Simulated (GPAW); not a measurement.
# Work function of 1T-MgI2 monolayer at several levels

Aim: the work function of both faces of 1T-MgI2 monolayer, and its spread over functionals and bases. Where a layer proves gapped, the work function hangs on where the smearing puts the Fermi level, and the band edges take its place.

Calculated with GPAW 26.7.0; GPAW, PAW setups; layer in a repeated cell with vacuum, relaxation of atoms and in-plane cell, in the first sound run; inputs show where later runs differ.

**1. Set-up**

The cell holds 3 atoms: 2 I and 1 Mg. Cell: a = 4.200 Å, b = 4.200 Å, c = 16.592 Å, α = 90.0°, β = 90.0°, γ = 120.0°. Vacuum lies along c.

**2. Relaxing the atoms**

Forces are removed first; all later runs use this geometry.

run.py

```python
import json
import numpy as np
from ase import Atoms
from ase.filters import FrechetCellFilter
from ase.optimize import BFGS
from gpaw import GPAW, PW

slab = Atoms(
    ['I', 'Mg', 'I'],
    positions=[
        [2.10000, 1.21244, 7.00000],
        [0.00000, 0.00000, 8.29605],
        [-0.00000, 2.42487, 9.59210]],
    cell=[[4.2, 0.0, 0.0], [-2.1, 3.63731, 0.0], [0.0, 0.0, 16.5921]],
    pbc=[True, True, True])

slab.calc = GPAW(mode=PW(600), xc='PBE', kpts={'size': (9, 9, 1), 'gamma': True},
                 occupations={'name': 'fermi-dirac', 'width': 0.05}, nbands='200%',
                 convergence={'density': 1e-05}, maxiter=200,
                 symmetry={'tolerance': 1e-3}, txt='slab.txt')
result = {}
# The in-plane cell is free; stress needs a cell that repeats along all three vectors
path = []
opt = BFGS(FrechetCellFilter(slab, mask=[1, 1, 0, 0, 0, 1]), maxstep=0.2)
opt.attach(lambda: path.append((slab.get_potential_energy(), slab.positions.tolist(), slab.get_forces().tolist())))
result['relaxed'] = bool(opt.run(fmax=0.02, steps=45))
result['path'] = path
result['cell'] = slab.cell.tolist()
print('in-plane lattice', slab.cell.cellpar().round(4)[[0, 1, 5]])
energy = slab.get_potential_energy()
fermi = slab.calc.get_fermi_level()
v = slab.calc.get_electrostatic_potential().mean((0, 1)) - fermi
n = slab.calc.get_pseudo_density().mean((0, 1))
L = slab.cell[2, 2]
z = np.arange(len(v)) * L / len(v)
low, high = slab.positions[:, 2].min(), slab.positions[:, 2].max()
below, above = np.interp([low - 4.8, high + 4.8], z, v)
slopes = [np.interp(x, z, np.gradient(v, z)) for x in (low - 4.8, high + 4.8)]
eps = np.array([[slab.calc.get_eigenvalues(k, s) for k in range(len(slab.calc.get_ibz_k_points()))]
                for s in range(slab.calc.get_number_of_spins())]) - fermi
top, bottom = eps[eps < 0].max(), eps[eps > 0].min()
dipole = slab.get_dipole_moment()[2]
print(f'energy {energy:.4f} eV, Fermi level {fermi:.4f} eV, dipole {dipole:.5f} e A')
print(f'potential 4.8 A off the faces, from the Fermi level: lower {below:.4f} eV, upper {above:.4f} eV')
print(f'slope of the potential there: lower {slopes[0]:.5f}, upper {slopes[1]:.5f} eV/A')
print(f'nearest levels on the mesh: {top:.4f} and {bottom:.4f} eV')
print('magnetic moment', round(slab.get_magnetic_moment(), 3))
result.update(energy=energy, fermi=fermi, dipole=dipole, below=below, above=above, slopes=slopes, edges=[top, bottom],
              z=z.tolist(), v=v.tolist(), n=n.tolist(), positions=slab.positions.tolist(),
              forces=slab.get_forces(apply_constraint=False).tolist(), moments=slab.get_magnetic_moments().tolist())
json.dump(result, open('result.json', 'w'))
```

Command:

```bash
$ OMP_NUM_THREADS=1 OPENBLAS_NUM_THREADS=1 python run.py
```

What it wrote:

```text
Step          Energy          fmax
BFGS:    0       -6.978589        2.432830
BFGS:    1       -7.198451        2.021196
BFGS:    2       -7.692207        0.650007
BFGS:    3       -7.733910        0.332700
BFGS:    4       -7.744895        0.383909
BFGS:    5       -7.755691        0.428435
BFGS:    6       -7.778187        0.428230
BFGS:    7       -7.802208        0.311490
BFGS:    8       -7.818111        0.137716
BFGS:    9       -7.822687        0.031761
BFGS:   10       -7.822936        0.002077
in-plane lattice [  4.2039   4.2039 120.    ]
energy -7.8229 eV, Fermi level -1.3461 eV, dipole 0.00015 e A
potential 4.8 A off the faces, from the Fermi level: lower 4.8830 eV, upper 4.8830 eV
slope of the potential there: lower -0.00013, upper 0.00013 eV/A
nearest levels on the mesh: -1.5925 and 2.1296 eV
magnetic moment 0.0
```

Wall time 6.8 min (1 thread of Arm Neoverse V2, shared host); peak memory 0.41 GiB.

This step gave:

| Quantity | Value |
| --- | --- |
| dipole along the normal | 1.45e-4 e·Å |
| levels nearest the Fermi level on the mesh | -1.593, 2.130 eV from the Fermi level |

The electrostatic potential energy of an electron (without an applied field's), less the Fermi level, planar mean by z:

```
z (Å)  electrostatic potential energy of an electron (without an applied field's), less the Fermi level, planar mean (eV)
  0.0                                                                                                                4.88
  0.5                                                                                                                4.88
  1.0                                                                                                                4.88
  1.5                                                                                                                4.88
  2.0                                                                                                                4.88
  2.5                                                                                                                4.88
  3.0                                                                                                                4.88
  3.5                                                                                                                4.88
  4.0                                                                                                                4.86
  4.5                                                                                                                4.79
  5.0                                                                                                                4.45
  5.5                                                                                                                2.99
  6.0                                                                                                               -2.67
  6.5                                                                                                               -13.4
  7.0                                                                                                               -9.10
  7.5                                                                                                               -2.19
  8.0                                                                                                               -3.54
  8.5                                                                                                               -4.12
  9.0                                                                                                               -1.94
  9.5                                                                                                               -7.19
 10.0                                                                                                               -14.2
 10.5                                                                                                               -4.56
 11.0                                                                                                                2.41
 11.5                                                                                                                4.32
 12.0                                                                                                                4.76
 12.5                                                                                                                4.85
 13.0                                                                                                                4.88
 13.5                                                                                                                4.88
 14.0                                                                                                                4.88
 14.5                                                                                                                4.88
 15.0                                                                                                                4.88
 15.5                                                                                                                4.88
 16.0                                                                                                                4.88
 16.5                                                                                                                4.88
```

The pseudo valence density, planar mean oscillates, so the rows of the table below give means over windows of 0.5 Å about each position, cut where the curve ends. Its maxima inside the range that stand out by 2 % of the span (Å: e/Å³): 6.22: 0.245, 7.09: 0.280, 8.30: 0.929, 9.51: 0.280, 10.37: 0.245. Its minima: 6.57: 0.129, 7.60: 0.187, 8.99: 0.187, 10.02: 0.129.

The pseudo valence density, planar mean by z; means over each step:

```
z (Å)  pseudo valence density, planar mean (e/Å³)
  3.0                                      6.1e-5
  3.5                                      2.8e-4
  4.0                                     0.00123
  4.5                                     0.00549
  5.0                                      0.0239
  5.5                                      0.0919
  6.0                                       0.216
  6.5                                       0.169
  7.0                                       0.241
  7.5                                       0.219
  8.0                                       0.524
  8.5                                       0.627
  9.0                                       0.224
  9.5                                       0.251
 10.0                                       0.164
 10.5                                       0.225
 11.0                                       0.114
 11.5                                      0.0307
 12.0                                     0.00697
 12.5                                     0.00159
 13.0                                      3.6e-4
 13.5                                      8.2e-5
```

The relaxation lowered the energy of the cell by 0.844 eV (energies extrapolated to zero smearing; the optimiser's log prints free energies). The largest force left on a free atom is 7.3e-4 eV/Å.

**3. The slab's potential**

With the geometry fixed, the planar mean of the potential gives the vacuum level on each side.

This step: GPAW, PAW setups; slab in vacuum (GPAW 26.7.0).

The cell differs from the one that the last finished run ended in (c 16.592 → 17.349 Å).

run.py: that of step 2 with these lines changed.

```diff
@@ -3,4 +3,2 @@
 from ase import Atoms
-from ase.filters import FrechetCellFilter
-from ase.optimize import BFGS
 from gpaw import GPAW, PW
@@ -10,21 +8,14 @@
     positions=[
-        [2.10000, 1.21244, 7.00000],
-        [0.00000, 0.00000, 8.29605],
-        [-0.00000, 2.42487, 9.59210]],
-    cell=[[4.2, 0.0, 0.0], [-2.1, 3.63731, 0.0], [0.0, 0.0, 16.5921]],
-    pbc=[True, True, True])
+        [2.10196, 1.21357, 7.00000],
+        [-0.00000, 0.00000, 8.67432],
+        [0.00000, 2.42714, 10.34865]],
+    cell=[[4.20393, -0.0, 0.0], [-2.10196, 3.64071, 0.0], [0.0, 0.0, 17.3486]],
+    pbc=[True, True, False])
 
-slab.calc = GPAW(mode=PW(600), xc='PBE', kpts={'size': (9, 9, 1), 'gamma': True},
+slab.calc = GPAW(mode=PW(400), xc='PBE', kpts={'size': (9, 9, 1), 'gamma': True},
                  occupations={'name': 'fermi-dirac', 'width': 0.05}, nbands='200%',
                  convergence={'density': 1e-05}, maxiter=200,
+                 poissonsolver={'dipolelayer': 'xy'},
                  symmetry={'tolerance': 1e-3}, txt='slab.txt')
 result = {}
-# The in-plane cell is free; stress needs a cell that repeats along all three vectors
-path = []
-opt = BFGS(FrechetCellFilter(slab, mask=[1, 1, 0, 0, 0, 1]), maxstep=0.2)
-opt.attach(lambda: path.append((slab.get_potential_energy(), slab.positions.tolist(), slab.get_forces().tolist())))
-result['relaxed'] = bool(opt.run(fmax=0.02, steps=45))
-result['path'] = path
-result['cell'] = slab.cell.tolist()
-print('in-plane lattice', slab.cell.cellpar().round(4)[[0, 1, 5]])
 energy = slab.get_potential_energy()
```

What it wrote:

```text
energy -7.7686 eV, Fermi level -0.8492 eV, dipole 0.00070 e A
potential 4.8 A off the faces, from the Fermi level: lower 4.2352 eV, upper 4.2288 eV
slope of the potential there: lower -0.00014, upper 0.00014 eV/A
nearest levels on the mesh: -2.2434 and 1.4770 eV
magnetic moment 0.0
```

Elapsed: 21 s, on 1 thread; peak memory 0.23 GiB.

Numbers from this step:

* dipole along the normal: 6.98e-4 e·Å
* levels nearest the Fermi level on the mesh: -2.243, 1.477 eV from the Fermi level
* upper work function: 4.229 eV
* lower work function: 4.235 eV
* upper ionisation energy: 6.472 eV

Table of electrostatic potential energy of an electron (without an applied field's), less the Fermi level, planar mean by z:

```
z (Å)  electrostatic potential energy of an electron (without an applied field's), less the Fermi level, planar mean (eV)
    0                                                                                                                4.23
    1                                                                                                                4.24
    2                                                                                                                4.24
    3                                                                                                                4.23
    4                                                                                                                4.23
    5                                                                                                                4.10
    6                                                                                                                1.56
    7                                                                                                               -14.9
    8                                                                                                               -2.60
    9                                                                                                               -3.99
   10                                                                                                               -10.4
   11                                                                                                               -2.79
   12                                                                                                                3.84
   13                                                                                                                4.21
   14                                                                                                                4.23
   15                                                                                                                4.23
   16                                                                                                                4.23
   17                                                                                                                4.23
```

Table of pseudo valence density, planar mean by z:

```
z (Å)  pseudo valence density, planar mean (e/Å³)
 0.00                                           0
 0.43                                           0
 0.86                                           0
 1.29                                           0
 1.93                                      1.4e-6
 2.36                                      3.2e-6
 2.78                                      9.8e-6
 3.21                                      3.3e-5
 3.64                                      1.2e-4
 4.07                                      4.2e-4
 4.71                                     0.00288
 5.14                                      0.0104
 5.57                                      0.0364
 6.00                                       0.115
 6.43                                       0.245
 6.85                                       0.153
 7.50                                       0.282
 7.92                                       0.196
 8.35                                       0.440
 8.78                                       0.848
 9.21                                       0.208
 9.64                                       0.249
10.28                                       0.136
10.71                                       0.236
11.14                                       0.183
11.57                                      0.0661
11.99                                      0.0196
12.42                                     0.00547
13.06                                      8.0e-4
13.49                                      2.2e-4
13.92                                      6.1e-5
14.35                                      1.6e-5
14.78                                      4.1e-6
15.21                                           0
15.85                                           0
16.28                                           0
16.71                                           0
17.13                                           0
```

The layer is gapped, so the Fermi level lies somewhere inside the gap, set by smearing and numerics, and these work functions are no property of the material; the band edges below the vacuum level are. The potential is flat to 1.4e-4 eV/Å where it is read, so the vacuum is wide enough.

[end of part 1 of 3]

[Logs are printed without paths, hosts, clocks, repeated set-up lines and the standing remarks that a program may print on its own settings, such as how far it seeks lower states.]

[Hosts, paths, dates, database ids (printed as entryN), source tags and the programs' standing remarks are cut or masked in the printed files.]
